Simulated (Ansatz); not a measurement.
**AlN: stress in a strained cell**

AlN is deformed so: equal xx and yy strain of -2 %. What stress and forces result, by LAPW, PAW and all-electron datasets made for the crystal?

Method: DFT LDA, scalar-relativistic, in Ansatz 0.2.0.

## (1) Starting point

Symmetry: Fm-3m, No. 225, cubic system. Conventional cell: a = 3.956 Å, b = 3.956 Å, c = 3.956 Å, α = 90.00°, β = 90.00°, γ = 90.00°. Around Al (site symmetry m-3m) lie 6 N at 1.98 Å. N (site symmetry m-3m) has 6 Al at 1.98 Å as nearest neighbours.

Coordinates:

```cif
data_structure
_symmetry_space_group_name_H-M 'P 1'
_symmetry_Int_Tables_number 1
_cell_length_a 2.7973
_cell_length_b 2.7973
_cell_length_c 2.7973
_cell_angle_alpha 60.000
_cell_angle_beta 60.000
_cell_angle_gamma 60.000
_cell_volume 15.48
loop_
_atom_site_label
_atom_site_type_symbol
_atom_site_fract_x
_atom_site_fract_y
_atom_site_fract_z
_atom_site_occupancy
Al1 Al 0.00000 0.00000 0.00000 1
N1 N 0.50000 0.50000 0.50000 1
```

Atoms are numbered in the order of the input: Al1, N2.

## (2) After the deformation

Space group Fm-3m before, I4/mmm after.

## (3) LAPW, all electrons

input.yaml

```yaml
crystal:
  lattice:
    - [0.0, 1.93844, 1.978]
    - [1.93844, 0.0, 1.978]
    - [1.93844, 1.93844, 0.0]
  atoms:
    - { symbol: Al, position: [0.0, 0.0, 0.0] }
    - { symbol: "N", position: [0.5, 0.5, 0.5] }
kpoints:
  mp_grid: { grid: [10, 10, 10] }
  band_path:
    path:
      - [0.0, 0.0, 0.0]
      - [0.0, 0.5, 0.5]
      - [0.25, 0.75, 0.5]
      - [0.0, 0.5, 0.0]
      - [0.0, 0.0, 0.0]
      - [0.5, 0.5, 0.0]
      - [0.37005, 0.62995, 0.0]
      - [-0.37005, 0.37005, 0.0]
      - [0.0, 0.0, 0.0]
    npoints: 5
scf:
  occupations: { method: fermi_dirac, width: 0.02 }
hamiltonian:
  xc: lda
  pseudopotentials: { kind: all_electron, lapw: { basis_error: 0.001 } }
output:
  forces: true
  stress: true
  eigenvalues: true
```

Command:

```console
$ ansatz run input.yaml --threads 1 --pin off --max-ram 3072MiB --backend cpu --events-out ev --progress --plain --runs-dir out
```

## (4) PAW on the default files

input.yaml

```yaml
crystal:
  lattice:
    - [0.0, 1.93844, 1.978]
    - [1.93844, 0.0, 1.978]
    - [1.93844, 1.93844, 0.0]
  atoms:
    - { symbol: Al, position: [0.0, 0.0, 0.0] }
    - { symbol: "N", position: [0.5, 0.5, 0.5] }
kpoints:
  mp_grid: { grid: [10, 10, 10] }
scf:
  occupations: { method: fermi_dirac, width: 0.02 }
hamiltonian:
  xc: lda
  pseudopotentials: { kind: paw }
output:
  forces: true
  stress: true
  eigenvalues: true
  efg: { contact_densities: true }
```

## (5) Datasets made for this crystal

input.yaml, as its differences from that of step 4:

```diff
@@ -14,3 +14,3 @@
   xc: lda
-  pseudopotentials: { kind: paw }
+  pseudopotentials: { kind: all_electron, datasets: crystal }
 output:
```

(Steps that only read results are left out.)

**Question.** What will these runs give? Wanted: pressure; largest shear or deviatoric stress.

As calculated:

| quantity | value |
| --- | --- |
| pressure | LAPW 26.85, PAW 26.86, crystal datasets 26.85 GPa |
| largest shear or deviatoric stress (LAPW) | 6.35 GPa |

**Reading.** The largest part of the stress beyond the pressure is 6.35 GPa in size, in the zz component; the atoms are carried along and not relaxed. No run of the undeformed cell stands beside it, so the pressure holds what the given cell had before the change. PAW: stress within 0.06 GPa of LAPW. Crystal datasets: stress within 0.01 GPa of LAPW.
